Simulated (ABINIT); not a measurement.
# Ga (C2/c) in ABINIT: optical spectrum with PBEsol

Aim: the optical spectrum of Ga with PBEsol.

Everything below comes from runs of ABINIT 10.8.3 (patched build). Logs are shortened: lines on timing, memory, paths and dates and some standing lists are left out, and cuts for length are marked. The log counts tension as positive stress, the text compression.

**1. The structure**

It takes space group C2/c (No. 15, monoclinic). The conventional cell has a = 2.766 Å, b = 8.053 Å, c = 3.332 Å, α = 90.00°, β = 92.02°, γ = 90.00°. Ga (site symmetry 2) is surrounded by 8 Ga at 2.69 to 2.92 Å.

This isn't the form of Ga at room conditions, which is orthorhombic.

**2. Optical spectrum, PBEsol**

File run.abi:

```
# Datasets
ndtset 3

# Pseudopotentials
pp_dirpath "./"
pseudos "Ga.upf"

# Structure
acell 8.0453059079 8.0453059079 6.2965674473
rprim
     0.3248467194    -0.9457666778     0.0000000000
     0.3248467194     0.9457666778     0.0000000000
    -0.0352483478     0.0000000000     0.9993785839
ntypat 1
znucl 31
natom 2
typat 1 1
chkprim 0
chksymtnons 0
tolsym 1.0e-6
xred
   0.1310000000   0.8690000000            3/4
   0.8690000000   0.1310000000            1/4

# Plane-wave basis
ecut 36.0

# k points
ngkpt 14 14 12
nshiftk 1
shiftk 0.0 0.0 0.0
istwfk *1

# Exchange and correlation
ixc -116133

# Bands and occupations
occopt 7
tsmear 0.136 eV

# SCF cycle
nstep 80

# Output
iomode 3
prteig 0
prtebands 0

# Dataset 1: ground state
nband1 17
tolvrs1 1.0e-12
prtden1 1
prtwf1 0
kptopt1 1

# Dataset 2: empty bands at fixed density
iscf2 -3
getden2 1
nband2 25
nbdbuf2 4
tolwfr2 1.0e-12
nstep2 120
prtden2 0
kptopt2 1

# Dataset 3: wave functions and velocity matrix elements in the full zone
optdriver3 8
wfk_task3 "wfk_optics_fullbz"
getwfk3 2
nband3 21
kptopt3 1
prtevk3 1
inclvkb3 2
```

File optic.abi:

```
&FILES
 ddkfile_1 = 'runo_DS3_1_EVK.nc',
 ddkfile_2 = 'runo_DS3_2_EVK.nc',
 ddkfile_3 = 'runo_DS3_3_EVK.nc',
 wfkfile = 'runo_DS3_WFK.nc'
/
&PARAMETERS
 broadening = 0.007350,
 domega = 0.002,
 maxomega = 0.8,
 scissor = 0.000000,
 tolerance = 0.002
/
&COMPUTATIONS
 num_lin_comp = 3,
 lin_comp = 11,22,33,
 num_nonlin_comp = 0
/
```

Potentials or basis: PseudoDojo NC SR PBEsol v0.4.1 standard.

Run with:

```
> mpirun --bind-to none -np 4 abinit run.abi > log 2>&1
> optic optic.abi > optic.log 2>&1
```

run.abo:

```text
.Version 10.8.3 of ABINIT
 DATASET    1 : space group C2/c (# 15); Bravais mC (1-face-center monocl.)
================================================================================
 Values of the parameters that define the memory need for DATASET  1.
     intxc =       0    ionmov =       0      iscf =       7    lmnmax =       6
     lnmax =       6     mgfft =      45  mpssoang =       3    mqgrid =    3001
     natom =       2  nloc_mem =       1    nspden =       1   nspinor =       1
    nsppol =       1      nsym =       4    n1xccc =    2501    ntypat =       1
    occopt =       7   xclevel =       2
       mpw =        2606          nfft =       72900          nkpt =         639
================================================================================
================================================================================
[... 13 lines left out ...]
 DATASET    3 : space group C2/c (# 15); Bravais mC (1-face-center monocl.)
================================================================================
 Values of the parameters that define the memory need for DATASET  3.
     intxc =       0    ionmov =       0      iscf =       7    lmnmax =       6
     lnmax =       6     mgfft =      45  mpssoang =       3    mqgrid =    3001
     natom =       2  nloc_mem =       1    nspden =       1   nspinor =       1
    nsppol =       1      nsym =       4    n1xccc =    2501    ntypat =       1
    occopt =       7   xclevel =       2
       mpw =        2606          nfft =       72900          nkpt =         639
================================================================================
================================================================================

--------------------------------------------------------------------------------
------------- Echo of variables that govern the present computation ------------
--------------------------------------------------------------------------------
 -outvars: echo values of preprocessed input variables --------
            acell      8.0453059079E+00  8.0453059079E+00  6.2965674473E+00 Bohr
              amu      6.97230000E+01
          chkprim           0
      chksymtnons           0
             ecut      3.60000000E+01 Hartree
           getden1          0
           getden2          1
           getden3          0
           getwfk1          0
           getwfk2          0
           getwfk3          2
             iscf1          7
             iscf2         -3
             iscf3          7
                       outvar_i_n : Printing only first  50 k-points.
              ixc     -116133
           jdtset        1    2    3
                       outvar_i_n : Printing only first  50 k-points.
         kptrlatt       14    0    0      0   14    0      0    0   12
          kptrlen      7.31777545E+01
            natom           2
            nband1         17
            nband2         25
            nband3         21
[... 307 lines left out ...]
 Eigenvalues (hartree) for nkpt= 639  k points:
 kpt#   1, nband= 25, wtk=  0.00043, kpt=  0.0000  0.0000  0.0000 (reduced coord)
  -0.35037   -0.34982   -0.34878   -0.34813   -0.33795   -0.33753   -0.33687   -0.33633
  -0.33596   -0.33095   -0.20785    0.12807    0.14513    0.26491    0.40411    0.56080
   0.57901    0.58715    0.59865    0.68355    0.68960    0.69856    0.78506    1.05317
   1.07893
      occupation numbers for kpt#   1
   2.00000    2.00000    2.00000    2.00000    2.00000    2.00000    2.00000    2.00000
   2.00000    2.00000    2.00000    2.00000    2.00000    0.00000    0.00000    0.00000
   0.00000    0.00000    0.00000    0.00000    0.00000    0.00000    0.00000    0.00000
   0.00000
 prteigrs : prtvol=0 or 1, do not print more k-points.

--- !EnergyTerms
iteration_state     : {dtset: 2, }
comment             : Components of total free energy in Hartree
kinetic             :  1.25197301010135E+02
hartree             :  3.99612430426114E+01
xc                  : -4.13991149012482E+01
Ewald energy        : -9.66579751556642E+01
psp_core            :  5.09248364943570E+00
local_psp           : -1.08801616026378E+02
non_local_psp       : -7.60926090731984E+01
internal            : -1.52700287454306E+02
'-kT*entropy'       : -2.48260213351590E-04
total_energy        : -1.52700535714519E+02
...

--- !EnergyTermsDC
iteration_state     : {dtset: 2, }
comment             : '"Double-counting" decomposition of free energy'
band_energy         : -6.59485669292475E+00
Ewald energy        : -9.66579751556642E+01
psp_core            :  5.09248364943570E+00
xc_dc               : -5.45399392693450E+01
internal            : -1.52700287468498E+02
'-kT*entropy'       : -2.48260213351590E-04
total_energy_dc     : -1.52700535728712E+02
...

================================================================================
== DATASET  3 ==================================================================

--- !DatasetInfo
iteration_state: {dtset: 3, }
dimensions: {natom: 2, nkpt: 639, mband: 21, nsppol: 1, nspinor: 1, nspden: 1, mpw: 2606, }
cutoff_energies: {ecut:  36.0, pawecutdg:  -1.0, }
electrons: {nelect:   2.60000000E+01, charge:   0.00000000E+00, occopt:   7.00000000E+00, tsmear:   4.99790782E-03, }
meta: {optdriver: 8, wfk_task: 7, }
...

 mkfilename : getwfk/=0, take file _WFK from output of DATASET   2.

--------------------------------------------------------------------------------

 Computation of velocity matrix elements (DDK)

 Parameters extracted from the Abinit header:
    ecut:     36.0
    nkpt:    2352
    mband:   25
    nsppol:  1
    nspinor: 1
    useylm:  0
    inclvkb: 2
    bmin: 1, bmax: 25
    Computing diagonal and off-diagonal matrix elements
    Between band index bmin: 1, bmax: 25

== END DATASET(S) ==============================================================
================================================================================

 -outvars: echo values of variables after computation  --------
            acell      8.0453059079E+00  8.0453059079E+00  6.2965674473E+00 Bohr
           etotal1    -1.5270053573E+02
           etotal2    -1.5270053573E+02
           etotal3     0.0000000000E+00
            fcart1    -5.5888196036E-19 -3.8078707775E-03 -2.1939924254E-20
                       5.5888196036E-19  3.8078707775E-03  2.1939924254E-20
            fcart3     0.0000000000E+00  0.0000000000E+00  0.0000000000E+00
                       0.0000000000E+00  0.0000000000E+00  0.0000000000E+00
            rprim      3.2484671940E-01 -9.4576667780E-01  0.0000000000E+00
                       3.2484671940E-01  9.4576667780E-01  0.0000000000E+00
                      -3.5248347800E-02  0.0000000000E+00  9.9937858390E-01
           strten1     1.2638948685E-04  1.2608617152E-04  1.2959965546E-04
                       0.0000000000E+00  3.9908755890E-06  0.0000000000E+00
           strten3     0.0000000000E+00  0.0000000000E+00  0.0000000000E+00
                       0.0000000000E+00  0.0000000000E+00  0.0000000000E+00
           xangst      1.2949143782E+00  2.9715569978E+00  2.4974470795E+00
                       1.3536381256E+00 -2.9715569978E+00  8.3248235983E-01
             xred      1.3100000000E-01  8.6900000000E-01  7.5000000000E-01
                       8.6900000000E-01  1.3100000000E-01  2.5000000000E-01
 Calculation completed.
```

optic_0001_0001-linopt.out:

```text
#calculated the component:  1  1  of dielectric function
 #broadening:    0.000000E+00    7.350000E-03
 #scissors shift:    0.000000E+00
 #energy window:    4.076592E+01eV    1.498120E+00Ha
 # Energy(eV)         Im(eps(w))
    2.721139E-01    5.165157E+01
    8.163416E-01    5.918730E+01
    1.360569E+00    6.041615E+01
    1.904797E+00    3.179923E+01
    2.449025E+00    1.911832E+01
    2.993252E+00    9.421224E+00
[... 32 lines left out ...]
    2.095277E+01    3.552955E-01
    2.149700E+01    3.395559E-01
[... 169 lines left out ...]
    1.904797E+00    6.789906E-01
    2.449025E+00    7.216799E-01
    2.993252E+00    7.286549E-01
[... 32 lines left out ...]
    2.095277E+01    1.450347E-02
    2.149700E+01    1.330880E-02
 # Energy(eV)         absorption coeff (in 10^6 m-1) = omega Im(eps) / c n(eps)
    1.632683E-01    3.251818E+00
    7.074960E-01    2.978775E+01
    1.251724E+00    6.483986E+01
    1.795951E+00    8.785681E+01
    2.340179E+00    1.099663E+02
    2.884407E+00    1.129712E+02
[... 32 lines left out ...]
    2.084392E+01    4.199998E+01
    2.138815E+01    4.126736E+01
```

It took 8.2 min on 4 MPI ranks of Arm Neoverse V2, shared host; peak memory 3.7 GiB.

What came out:

| Item | Value |
| --- | --- |
| Free energy | -4155.1933 eV |
| Pressure | -3.7 GPa |
| Largest force | 0.196 eV/Å |
| Band gap on the k mesh | none (metal or under the smearing width) |

Forces in eV/Å, atoms in the order of the input:
```
Ga   0.000 -0.196  0.000
Ga   0.000  0.196  0.000
```

Dielectric function (mean over the directions given):
```tsv
energy (eV)	real part	imaginary part
0.33	58.68	38.10
0.76	30.09	42.14
1.31	6.76	42.24
1.74	-0.82	30.39
2.29	-11.51	21.71
2.83	-10.67	11.50
3.27	-8.95	6.96
3.81	-6.73	4.14
4.25	-5.22	2.88
4.79	-3.86	1.85
5.33	-2.88	1.30
5.77	-2.23	1.02
6.31	-1.68	0.80
6.75	-1.32	0.64
7.29	-0.93	0.53
7.84	-0.66	0.44
8.27	-0.47	0.37
8.82	-0.24	0.30
9.36	-0.05	0.28
9.80	0.06	0.28
10.34	0.13	0.27
10.78	0.21	0.19
11.32	0.34	0.16
11.86	0.44	0.14
12.30	0.52	0.13
12.84	0.61	0.11
13.28	0.69	0.11
13.82	0.79	0.12
14.37	0.92	0.15
14.80	1.01	0.27
15.35	0.94	0.39
15.89	0.94	0.40
16.33	0.91	0.45
16.87	0.88	0.48
17.31	0.82	0.47
17.85	0.80	0.43
18.39	0.79	0.42
18.83	0.80	0.39
19.38	0.82	0.40
19.92	0.79	0.38
```

Caveat: the intraband (Drude) term is left out; spectra need much finer meshes, so this one isn't converged; independent-particle spectra lack excitons.
